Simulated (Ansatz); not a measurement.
Consider the formal exchange of groups at the Si–O bond: `N=C(N)O[SiH3]` + `CNCS` → `CNC([SiH3])S` + `N=C(N)O`.

Calculated with Ansatz (gas phase, PBE0-D4/def2-TZVP geometries, no zero-point term in ΔE). CCSD(T)/CBS is the MP2 limit (def2-TZVPP, def2-QZVPP) plus CCSD(T) − MP2 in def2-TZVPP, frozen cores. Functionals use def2-TZVPP. Each species was taken in one conformer, which may not be the lowest.

| level | ΔE (eV) |
| --- | --- |
| r2SCAN-D4 | 0.87 |
| PBE0-D4 | 0.79 |
| ωB97X-V | 0.88 |
| MP2/def2-TZVPP | 0.88 |

Problem. What does CCSD(T)/CBS give? (Estimate.)

Solution. Ansatz gave: +0.88 eV. The listed levels differ from it by -0.01, -0.09, 0.00, 0.00 eV.

Largest T1 diagnostic among the species: 0.013.

From PBE to PBE0 (25 % exact exchange), in def2-TZVPP and without D4, ΔE moves by +0.05 eV. In def2-TZVPP, CCSD(T) changes the Hartree–Fock value by −0.27 eV (the triples alone add −0.04 eV) and MP2 by −0.28 eV.

CCSD(T)/CBS has its own doubt, a few kJ/mol and more with outer-core shells, so smaller differences from it don't rank the levels.
